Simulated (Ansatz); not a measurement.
# FeGe (P6/mmm) in Ansatz: reference runs

Reference runs on FeGe: the cell as given and a disturbed copy, then over a range of volumes.

Program: Ansatz 0.2.0. These are calculated values, not measurements. Logs are shortened: lines on timing, memory, paths and dates and some standing lists are left out, and cuts for length are marked.

**1. The crystal as given**

It takes space group P6/mmm (No. 191, hexagonal). The conventional cell has a = 4.998 Å, b = 4.998 Å, c = 4.116 Å, α = 90.00°, β = 90.00°, γ = 120.00°. Ge (site symmetry -6m2) has 6 Fe at 2.51 Å and 3 Ge at 2.89 Å as nearest neighbours. Around Ge (site symmetry 6/mmm) lie 6 Fe at 2.50 Å. Fe (site symmetry mmm) has 6 Ge at 2.50 to 2.51 Å and 4 Fe at 2.50 Å as nearest neighbours.

The cell is a database's computed one.

**2. Single point, PBE, collinear spin, ferromagnetic start**

Input file input.yaml:

```yaml
crystal:
  lattice:
    - [4.9976023358, 0.0, 0.0]
    - [-2.4988011679, 4.3280505808, 0.0]
    - [0.0, 0.0, 4.11576135]
  atoms:
    - { symbol: Ge, position: [0.6666666667, 0.3333333333, 0.5] }
    - { symbol: Ge, position: [0.3333333333, 0.6666666667, 0.5] }
    - { symbol: Ge, position: [0.0, 0.0, 0.0] }
    - { symbol: Fe, position: [0.0, 0.5, 0.0], spin: 3.0 }
    - { symbol: Fe, position: [0.5, 0.5, 0.0], spin: 3.0 }
    - { symbol: Fe, position: [0.5, 0.0, 0.0], spin: 3.0 }
hamiltonian:
  xc: pbe
  pseudopotentials: { kind: paw }
magnetization:
  spin_polarized: true
kpoints:
  mp_grid: { grid: [6, 6, 7] }
scf:
  occupations: { method: fermi_dirac, width: 0.05 }
output:
  forces: true
  stress: true
  eigenvalues: true
```

Potentials or basis: Ansatz PAW.

Launch:

```bash
$ ansatz run input.yaml --threads 2 --pin off --max-ram 5120MiB --backend cpu --events-out ev --progress --plain --runs-dir out
```

The program printed:

```text
Warning: RAYON_NUM_THREADS=2 ignored (pool sized by the plan → 2); use --threads N
Engine: ansatz 0.2.0, aarch64-unknown-linux-gnu
Pseudopotentials: kind: paw
Pseudopotential: Ge, paw, valence charge 14, recommended cutoff 420 eV (normal), Ge.paw.azcp
Pseudopotential: Fe, paw, valence charge 16, recommended cutoff 420 eV (normal), Fe.paw.azcp
Functional definition: PBE
  parameter kappa = 0.804
  parameter beta = 0.06672455060314922
  exchange = pbe_x(kappa = kappa, mu = beta*pi^2/3)
  correlation = pbe_c(beta = beta)
Crystal: 6 atoms, lattice volume = 89.023 Å³
Basis set: ecut = 420 eV, 1699 PW (Γ), exchange–correlation on 72×72×60 points (8 copies of the dense FFT grid, shifted against one another)
Bands: 60, of which v1, the nominal top of the filled ones, is band 45 counted from 1 (44 counted from 0)
Symmetry: 24 space group operations
Space group: P6/mmm (ITA 191), of the structure as read, at distance tolerance 4.5e-5 Å
Magnetic group: BNS 191.233 (UNI 1463), of the structure as read, at distance tolerance 4.5e-5 Å
k-points: 28 of 252
Non-local potential: Ge, projectors of the file, l = 0: 2, l = 1: 2, l = 2: 3, l = 3: 1
Non-local potential: Fe, projectors of the file, l = 0: 3, l = 1: 2, l = 2: 3, l = 3: 1
PAW form: soft (Blöchl's): semilocal exchange-correlation on the pseudo side does not see the compensation charge
PAW one-centre angular grid: Ge, 590 points (default); XC on 64 Gauss nodes
PAW one-centre angular grid: Fe, 590 points (default); XC on 64 Gauss nodes
Initial density: superposition of atomic densities (chi_scale 0.1, normalization cell)
Starting moments: Σ|m| = 9 μB on 3 of 6 sites
Initial wavefunctions: pseudopotential atomic-orbital guess
Functional: x = pbe(κ = 0.804, μ = 0.2195149727645171), c = pbe(β = 0.06672455060314922)
SCF iter   1: F=—  HF=-26325.647132 eV  |F-HF|=—  |Δ(HF+E_count)|=         —  Δρ=1.00e-1 (↑1.00e-1 ↓6.96e-2)  dr2=3.44e0  dr2_m=5.37e0  M=4.554 μB ∫|m|=5.373 μB  β_m=0.30  ethr=3.10e-3  ⟨swp⟩=6.0  Hψ=11332  notcnv=0  defer=3
Mixer restart at iter 1: flushing history
preconditioner: auto → Kerker (q_TF=auto, 2.733 Å⁻¹)  [metal: Δε(μ)=0.038 eV  Ē_g=17.325 eV  σ=0.050 eV  W_gap=0.19  n_scr=26 (ndim 8)  ℏωp=32.0 eV  f_vac=0.002  D(μ)=4.93/eV (n_scr^D=46)]
spin=Collinear: Kerker preconditioning applied to the charge; magnetization (m = ρ↑ − ρ↓) channel mixes plain (no charge-response kernel on spin).
SCF iter   2: F=—  HF=-26325.421091 eV  |F-HF|=—  |Δ(HF+E_count)|=   2.26e-1  Δρ=6.03e-2 (↑5.50e-2 ↓6.03e-2)  dr2=3.00e0  dr2_m=2.44e0  M=4.588 μB ∫|m|=5.431 μB  β_m=0.58  ethr=3.10e-3  ⟨swp⟩=2.0  Hψ=4339  notcnv=0  defer=252
SCF iter   3: F=—  HF=-26327.744266 eV  |F-HF|=—  |Δ(HF+E_count)|=    2.32e0  Δρ=3.63e-2 (↑3.63e-2 ↓2.32e-2)  dr2=1.35e0  dr2_m=5.65e-1  M=4.088 μB ∫|m|=4.880 μB  β_m=0.66  ethr=3.10e-3  ⟨swp⟩=2.9  Hψ=5047  notcnv=0  defer=268
SCF iter   4: F=—  HF=-26327.073494 eV  |F-HF|=—  |Δ(HF+E_count)|=   6.71e-1  Δρ=9.68e-3 (↑9.68e-3 ↓6.05e-3)  dr2=5.65e-1  dr2_m=6.47e-3  M=3.971 μB ∫|m|=4.714 μB  β_m=0.72  ethr=1.50e-3  ⟨swp⟩=2.3  Hψ=5269  notcnv=0  defer=277
SCF iter   5: F=—  HF=-26327.000334 eV  |F-HF|=—  |Δ(HF+E_count)|=   7.32e-2  Δρ=1.69e-2 (↑3.56e-3 ↓1.69e-2)  dr2=2.45e-1  dr2_m=5.63e-2  M=4.191 μB ∫|m|=4.849 μB  β_m=0.86  ethr=6.28e-4  ⟨swp⟩=2.0  Hψ=4758  notcnv=0  defer=277
SCF iter   6: F=—  HF=-26327.098220 eV  |F-HF|=—  |Δ(HF+E_count)|=         —  Δρ=4.16e-3 (↑2.14e-3 ↓4.16e-3)  dr2=2.57e-2  dr2_m=2.64e-3  M=4.246 μB ∫|m|=4.926 μB  β_m=0.86  ethr=2.72e-4  ⟨swp⟩=2.9  Hψ=6224  notcnv=0  defer=269
Mixer restart at iter 6: flushing history
SCF iter   7: F=—  HF=-26327.114412 eV  |F-HF|=—  |Δ(HF+E_count)|=   1.62e-2  Δρ=3.36e-3 (↑3.36e-3 ↓1.35e-3)  dr2=1.15e-2  dr2_m=2.19e-3  M=4.289 μB ∫|m|=4.969 μB  β_m=0.77  ethr=2.86e-5  ⟨swp⟩=2.1  Hψ=6364  notcnv=0  defer=269
SCF iter   8: F=—  HF=-26327.109010 eV  |F-HF|=—  |Δ(HF+E_count)|=   5.40e-3  Δρ=1.59e-3 (↑6.86e-4 ↓1.59e-3)  dr2=4.73e-3  dr2_m=4.28e-4  M=4.299 μB ∫|m|=4.975 μB  β_m=0.89  ethr=1.27e-5  ⟨swp⟩=2.0  Hψ=6072  notcnv=0  defer=269
SCF iter   9: F=—  HF=-26327.111711 eV  |F-HF|=—  |Δ(HF+E_count)|=   2.70e-3  Δρ=1.67e-3 (↑1.67e-3 ↓9.90e-4)  dr2=5.16e-3  dr2_m=1.39e-4  M=4.303 μB ∫|m|=4.982 μB  β_m=0.61  ethr=5.26e-6  ⟨swp⟩=2.0  Hψ=6188  notcnv=0  defer=269
SCF iter  10: F=—  HF=-26327.109946 eV  |F-HF|=—  |Δ(HF+E_count)|=   1.76e-3  Δρ=6.11e-4 (↑6.11e-4 ↓5.77e-4)  dr2=1.20e-3  dr2_m=1.37e-6  M=4.314 μB ∫|m|=4.990 μB  β_m=0.81  ethr=5.26e-6  ⟨swp⟩=2.0  Hψ=4748  notcnv=0  defer=269
SCF iter  11: F=—  HF=-26327.109937 eV  |F-HF|=—  |Δ(HF+E_count)|=   9.00e-6  Δρ=3.12e-4 (↑2.23e-4 ↓3.12e-4)  dr2=3.38e-4  dr2_m=2.27e-6  M=4.314 μB ∫|m|=4.990 μB  β_m=0.90  ethr=1.33e-6  ⟨swp⟩=2.8  Hψ=5256  notcnv=0  defer=269
SCF iter  12: F=—  HF=-26327.109939 eV  |F-HF|=—  |Δ(HF+E_count)|=   1.53e-6  Δρ=5.84e-5 (↑5.84e-5 ↓5.46e-5)  dr2=1.16e-5  dr2_m=3.05e-8  M=4.315 μB ∫|m|=4.990 μB  β_m=0.95  ethr=3.76e-7  ⟨swp⟩=2.0  Hψ=4232  notcnv=0  defer=269
SCF iter  13: F=—  HF=-26327.109942 eV  |F-HF|=—  |Δ(HF+E_count)|=   3.49e-6  Δρ=2.55e-5 (↑1.35e-5 ↓2.55e-5)  dr2=1.51e-6  dr2_m=1.01e-7  M=4.315 μB ∫|m|=4.990 μB  β_m=0.81  ethr=1.29e-8  ⟨swp⟩=2.0  Hψ=5238  notcnv=0  defer=269
SCF iter  14: F=—  HF=-26327.109942 eV  |F-HF|=—  |Δ(HF+E_count)|=   2.89e-7  Δρ=1.53e-5 (↑7.88e-6 ↓1.53e-5)  dr2=4.79e-7  dr2_m=1.83e-8  M=4.315 μB ∫|m|=4.990 μB  β_m=0.82  ethr=1.67e-9  ⟨swp⟩=2.0  Hψ=4934  notcnv=0  defer=269
SCF iter  15: F=—  HF=-26327.109942 eV  |F-HF|=—  |Δ(HF+E_count)|=   7.27e-8  Δρ=4.13e-6 (↑4.13e-6 ↓2.02e-6)  dr2=1.83e-8  dr2_m=1.95e-9  M=4.315 μB ∫|m|=4.990 μB  β_m=0.91  ethr=5.32e-10  ⟨swp⟩=2.0  Hψ=5203  notcnv=0  defer=269
SCF iter  16: F=-26327.109942 eV  HF=-26327.109942 eV  |F-HF|=4.82e-9  |Δ(HF+E_count)|=   2.02e-8  Δρ=1.53e-6 (↑1.36e-6 ↓1.53e-6)  dr2=7.05e-9  dr2_m=5.04e-11  M=4.315 μB ∫|m|=4.990 μB  ethr=2.04e-11  ⟨swp⟩=8.2  Hψ=12537  notcnv=0
SCF 1 converged in 16 iterations: F = -26327.109942 eV  dr2 = 7.05e-9
SCF converged after 16 iterations
Magnetization: 4.3150 μB (47.1575 up, 42.8425 down)
Absolute magnetization: 4.9933 μB (∫|ρ↑−ρ↓|, with the PAW one-centre terms)
Spin contamination: 0.1306 ħ² per cell (⟨S²⟩ above its minimum at these occupations)
Per-site moments (μB) at R_I (Å): [(-0.044403589678968396, 1.0366978223869583), (-0.04440358967896844, 1.0366978223869583), (-0.07001434191547022, 1.0307554817569342), (1.5240535556964772, 1.0307554817569342), (1.5240535556964772, 1.0307554817569342), (1.5240535556964783, 1.0307554817569342)]
Free energy (F): -26327.109942 eV
Harris-Foulkes:  -26327.109942 eV  (|F-HF|=4.82e-9)
Internal energy: -26327.071992 eV  (E = F + TS)
E sigma→0 (E₀):  -26327.090967 eV
Entropy (-TS):   -0.037950 eV (-6.325 meV/atom)
Fermi energy:    14.359567 eV
--- Per-component energies (eV) ---
  E_band       = -1067.542407
  E_kinetic    = 1393.474623
  E_local      = -14362.546379  (includes V_loc(G=0)·N_el)
  E_nonlocal   = 1908.039794
  E_hartree    = 6239.999538
  E_xc         = -582.167710
  E_vxc        = -651.905609  (∫ρ·V_xc dr)
  E_paw        = -10158.070145  (= ΣΔE_a)
  E_vpaw       = -1834.616699  (= ΣTr[D̂ρ^β])
  E_aug_tail   = 0.003444  (compensation charges beyond the density's cutoff)
  E_ewald      = -10765.805157
  E_smearing   = -0.037950  (= −TS)
  E_closure    = 0.000000  (closes the sum)
  Σ components = -26327.109942   (vs F -26327.109942, Δ=0.00e0)
--- Forces (eV/Å), atoms counted from 1 ---
  atom   1  Ge    -0.00000000    -0.00000000     0.00000000
  atom   2  Ge    -0.00000000     0.00000000     0.00000000
  atom   3  Ge    -0.00000000     0.00000000     0.00000000
  atom   4  Fe     0.00000000     0.00000000     0.00000000
  atom   5  Fe    -0.00000000    -0.00000000     0.00000000
  atom   6  Fe     0.00000000     0.00000000     0.00000000
  max |Σ_I F_I| component: 3.70e-17 eV/Å
--- Stress (GPa, compression-positive) ---
       -3.721496      -0.000000       0.000000
        0.000000      -3.721496       0.000000
        0.000000       0.000000      -4.538356
  P = ⅓ Tr σ = -3.9938 GPa (-39.938 kbar)
--- Band table (eV; the first three rows and the last of 56) ---
  k-point 0 ↑: bands = ["-73.6210", "-73.5784", "-73.5784", "-39.9223", "-39.7656", "-39.7656", "-39.6292", "-39.5932", "-39.5900", "-39.5900", "-39.5847", "-39.5847", "-10.6350", "-10.5619", "-10.5619", "-10.4729", "-10.4729", "-10.4378", "-10.4378", "-10.4309", "-10.4309", "-10.3951", "-10.3951", "-10.3826", "-10.3680", "-10.3680", "-10.3279", "1.9682", "5.8318", "7.8092", "9.4463", "9.6708", "9.6708", "9.8700", "11.1316", "11.2332", "11.2332", "11.3925", "11.3925", "11.5370", "11.5370", "12.8052", "12.8052", "13.0347", "13.0688", "13.0688", "14.0668", "14.5469", "15.5477", "15.5477", "17.0417", "17.3831", "18.5385", "18.5385", "19.4999", "20.3057", "21.1731", "21.1731", "22.7438", "23.9184"]
  k-point 1 ↑: bands = ["-73.6210", "-73.5784", "-73.5784", "-39.9222", "-39.7656", "-39.7656", "-39.6295", "-39.5932", "-39.5901", "-39.5901", "-39.5847", "-39.5847", "-10.6344", "-10.5622", "-10.5622", "-10.4726", "-10.4726", "-10.4388", "-10.4388", "-10.4307", "-10.4307", "-10.3956", "-10.3956", "-10.3809", "-10.3675", "-10.3675", "-10.3282", "2.1407", "5.7272", "7.5468", "9.3352", "9.8555", "9.8555", "9.9178", "11.1502", "11.1502", "11.2172", "11.2488", "11.2488", "11.8379", "11.8379", "12.8059", "12.8059", "13.0277", "13.0553", "13.0553", "14.1455", "14.5469", "15.1894", "15.1894", "16.4725", "17.7704", "18.2133", "18.2792", "18.2792", "20.4040", "20.4040", "22.2196", "23.7634", "24.5288"]
  k-point 2 ↑: bands = ["-73.6210", "-73.5784", "-73.5784", "-39.9220", "-39.7656", "-39.7656", "-39.6300", "-39.5932", "-39.5902", "-39.5902", "-39.5847", "-39.5847", "-10.6330", "-10.5629", "-10.5629", "-10.4719", "-10.4719", "-10.4410", "-10.4410", "-10.4303", "-10.4303", "-10.3966", "-10.3966", "-10.3772", "-10.3664", "-10.3664", "-10.3288", "2.6417", "5.2955", "7.1659", "8.5602", "10.3550", "10.3550", "10.9066", "10.9326", "10.9326", "11.3040", "11.3251", "11.3251", "12.2030", "12.2030", "12.8055", "12.8055", "13.0120", "13.0258", "13.0258", "14.1417", "14.2292", "14.2292", "14.5471", "15.5661", "15.9229", "17.7209", "17.7209", "19.6200", "19.6200", "20.3237", "24.5621", "25.0677", "25.0677"]
  k-point 27 ↓: bands = ["-71.8506", "-71.8506", "-71.8280", "-38.0734", "-38.0734", "-38.0440", "-37.9577", "-37.9577", "-37.8985", "-37.8922", "-37.8922", "-37.8706", "-10.6366", "-10.5766", "-10.5766", "-10.5108", "-10.4665", "-10.4665", "-10.4524", "-10.4524", "-10.4178", "-10.4053", "-10.3952", "-10.3952", "-10.3734", "-10.3583", "-10.3583", "5.0480", "5.0480", "5.3703", "8.5505", "8.5505", "9.0285", "11.3521", "11.3521", "12.2718", "12.2718", "12.2899", "13.1273", "13.1273", "13.4725", "13.7733", "13.7733", "14.2017", "14.4069", "14.4329", "14.4329", "15.1652", "15.8353", "17.3425", "17.3425", "18.5544", "18.5544", "19.3659", "20.9812", "23.7356", "23.7950", "23.7950", "24.4448", "24.4448"]
```

Run time: 17 s. Hardware: 2 threads of Arm Neoverse V1, shared host; peak memory 0.55 GiB.

What came out:

```yaml
Free_energy: -26327.1099 eV
Pressure: -4.0 GPa
Band_gap_on_the_k_mesh: none (metal or under the smearing width)
Net_moment: 4.32 μB per cell
Absolute_moment: 4.99 μB per cell
Site_moments: Ge -0.04, -0.07; Fe +1.52 μB
```

**3. Single point, PBE, collinear spin, ferromagnetic start (atoms moved at random, drawn with an rms of 0.05 Å)**

Input file input.yaml:

```yaml
crystal:
  lattice:
    - [4.9976023358, 0.0, 0.0]
    - [-2.4988011679, 4.3280505808, 0.0]
    - [0.0, 0.0, 4.11576135]
  atoms:
    - { symbol: Ge, position: [0.662999, 0.337294, 0.49181] }
    - { symbol: Ge, position: [0.315083, 0.652864, 0.490582] }
    - { symbol: Ge, position: [0.006251, 0.001673, 0.007173] }
    - { symbol: Fe, position: [-0.003103, 0.501983, -0.006136], spin: 3.0 }
    - { symbol: Fe, position: [0.499473, 0.486893, -0.014462], spin: 3.0 }
    - { symbol: Fe, position: [0.499318, 0.009599, -0.00242], spin: 3.0 }
hamiltonian:
  xc: pbe
  pseudopotentials: { kind: paw }
magnetization:
  spin_polarized: true
kpoints:
  mp_grid: { grid: [6, 6, 7] }
scf:
  occupations: { method: fermi_dirac, width: 0.05 }
output:
  forces: true
  stress: true
  eigenvalues: true
```

Potentials or basis: Ansatz PAW.

Launch:

```bash
$ ansatz run input.yaml --threads 2 --pin off --max-ram 5120MiB --backend cpu --events-out ev --progress --plain --runs-dir out
```

It took 2.5 min on 2 threads of Arm Neoverse V1, shared host; peak memory 1.1 GiB.

It converged, with:

```yaml
Free_energy: -26327.0060 eV
Pressure: -3.3 GPa
Largest_force: 1.111 eV/Å
Band_gap_on_the_k_mesh: none (metal or under the smearing width)
Net_moment: 4.31 μB per cell
Absolute_moment: 4.98 μB per cell
Site_moments: Ge -0.04, -0.05, -0.07; Fe +1.48, +1.50, +1.54 μB
```

Forces on the atoms (eV/Å):
```
Ge   0.122 -0.175  0.067
Ge   0.313  0.335  0.150
Ge  -0.576 -0.169 -0.221
Fe   0.318 -0.064 -0.057
Fe  -0.650  0.883  0.177
Fe   0.473 -0.811 -0.116
```

Stress tensor (GPa, compression positive):
```
-2.60  0.11 -0.02
 0.11 -3.31  0.02
-0.02  0.02 -4.00
```

Levels at points of the mesh, in eV from the Fermi level:
Spin up:
```csv
k point,band 44,band 45,band 46,band 47,band 48,band 49,band 50,band 51,band 52,band 53
"(0.00, 0.00, 0.00)",-1.32,-1.29,-1.29,-0.30,0.20,1.15,1.23,2.59,3.13,4.04
"(0.00, -0.50, 0.00)",-1.33,-1.30,0.25,0.45,0.83,1.39,1.65,2.81,3.53,3.62
"(-0.50, 0.00, 0.00)",-1.34,-1.29,0.39,0.52,0.90,1.27,1.64,2.92,3.34,3.57
"(-0.50, -0.50, 0.00)",-1.31,-1.29,0.38,0.43,0.85,1.34,1.65,2.87,3.33,3.67
```
Spin down:
```tsv
k point	band 41	band 42	band 43	band 44	band 45	band 46
(0.00, 0.00, 0.00)	-1.38	0.26	0.32	0.40	0.53	0.61
(0.00, -0.50, 0.00)	-0.75	-0.37	-0.33	0.22	0.49	1.34
(-0.50, 0.00, 0.00)	-0.82	-0.35	-0.28	0.26	0.58	1.37
(-0.50, -0.50, 0.00)	-0.82	-0.32	-0.31	0.25	0.54	1.33
```

**4. Single point, PBE, collinear spin, ferromagnetic start, 13.95 Å³/atom (volume scaled by 0.94)**

Input file input.yaml:

```yaml
crystal:
  lattice:
    - [4.895581825, 0.0, 0.0]
    - [-2.4477909125, 4.2396982268, 0.0]
    - [0.0, 0.0, 4.0317426452]
  atoms:
    - { symbol: Ge, position: [0.6666666667, 0.3333333333, 0.5] }
    - { symbol: Ge, position: [0.3333333333, 0.6666666667, 0.5] }
    - { symbol: Ge, position: [0.0, 0.0, 0.0] }
    - { symbol: Fe, position: [0.0, 0.5, 0.0], spin: 3.0 }
    - { symbol: Fe, position: [0.5, 0.5, 0.0], spin: 3.0 }
    - { symbol: Fe, position: [0.5, 0.0, 0.0], spin: 3.0 }
hamiltonian:
  xc: pbe
  pseudopotentials: { kind: paw }
magnetization:
  spin_polarized: true
kpoints:
  mp_grid: { grid: [6, 6, 7] }
scf:
  occupations: { method: fermi_dirac, width: 0.05 }
output:
  forces: true
  stress: true
  eigenvalues: true
```

Potentials or basis: Ansatz PAW.

Launch:

```bash
$ ansatz run input.yaml --threads 2 --pin off --max-ram 5120MiB --backend cpu --events-out ev --progress --plain --runs-dir out
```

The program printed:

```text
Warning: RAYON_NUM_THREADS=2 ignored (pool sized by the plan → 2); use --threads N
Engine: ansatz 0.2.0, aarch64-unknown-linux-gnu
[... 87 lines left out ...]
  k-point 2 ↑: bands = ["-72.4634", "-72.4078", "-72.4078", "-38.8152", "-38.6272", "-38.6272", "-38.4770", "-38.4264", "-38.4264", "-38.4153", "-38.3995", "-38.3995", "-9.5201", "-9.4470", "-9.4470", "-9.3594", "-9.3594", "-9.3304", "-9.3304", "-9.3097", "-9.3097", "-9.2847", "-9.2847", "-9.2682", "-9.2488", "-9.2488", "-9.2103", "3.3683", "6.1995", "8.1600", "9.4296", "11.2781", "11.2781", "11.8731", "11.8731", "11.9728", "12.2897", "12.3086", "12.3086", "13.2457", "13.2457", "13.9897", "13.9897", "14.2009", "14.2271", "14.2271", "15.3571", "15.4416", "15.4416", "15.8608", "16.9551", "17.4163", "19.0136", "19.0136", "21.1413", "21.1413", "21.7743", "26.3451", "26.6564", "26.6564"]
  k-point 27 ↓: bands = ["-70.7967", "-70.7967", "-70.7674", "-37.0356", "-37.0356", "-36.9993", "-36.8927", "-36.8927", "-36.8584", "-36.8584", "-36.8311", "-36.8204", "-9.5212", "-9.4587", "-9.4587", "-9.4049", "-9.3528", "-9.3528", "-9.3351", "-9.3351", "-9.3082", "-9.2801", "-9.2801", "-9.2769", "-9.2533", "-9.2394", "-9.2394", "5.9400", "5.9400", "6.3380", "9.4731", "9.4731", "9.7818", "12.2658", "12.2658", "13.1860", "13.1860", "13.2317", "14.1039", "14.1039", "14.4912", "14.8370", "14.8370", "15.2450", "15.4921", "15.4974", "15.4974", "16.3094", "16.9919", "18.7341", "18.7341", "19.9884", "19.9884", "20.9530", "22.5479", "25.2163", "25.3899", "25.3899", "25.9508", "25.9508"]
```

Wall time 16 s (2 threads of Arm Neoverse V1, shared host); peak memory 0.55 GiB.

Results:

| Quantity | Value |
| --- | --- |
| Free energy | -26327.0982 eV |
| Pressure | 5.3 GPa |
| Band gap on the k mesh | none (metal or under the smearing width) |
| Net moment | 4.08 μB per cell |
| Absolute moment | 4.65 μB per cell |
| Site moments | Ge -0.04, -0.06; Fe +1.42 μB |

**5. Single point, PBE, collinear spin, ferromagnetic start, 14.24 Å³/atom (volume scaled by 0.96)**

Edit input.yaml of step 4 so:

```diff
@@ -2,5 +2,5 @@
   lattice:
-    - [4.895581825, 0.0, 0.0]
-    - [-2.4477909125, 4.2396982268, 0.0]
-    - [0.0, 0.0, 4.0317426452]
+    - [4.9300588893, 0.0, 0.0]
+    - [-2.4650294447, 4.2695562403, 0.0]
+    - [0.0, 0.0, 4.0601361346]
   atoms:
@@ -25 +25,5 @@
   eigenvalues: true
+  write_density: true
+  write_potential: true
+  elf: true
+  volumetric_format: npy
```

Launch:

```bash
$ ansatz run input.yaml --threads 2 --pin off --max-ram 5120MiB --backend cpu --events-out ev --progress --plain --runs-dir out
```

It took 20 s on 2 threads of Arm Neoverse V1, shared host; peak memory 0.56 GiB.

It converged, with:

```yaml
Free_energy: -26327.1371 eV
Pressure: 1.8 GPa
Band_gap_on_the_k_mesh: none (metal or under the smearing width)
Net_moment: 4.16 μB per cell
Absolute_moment: 4.77 μB per cell
Site_moments: Ge -0.04, -0.06; Fe +1.46 μB
```

[end of part 1 of 2]
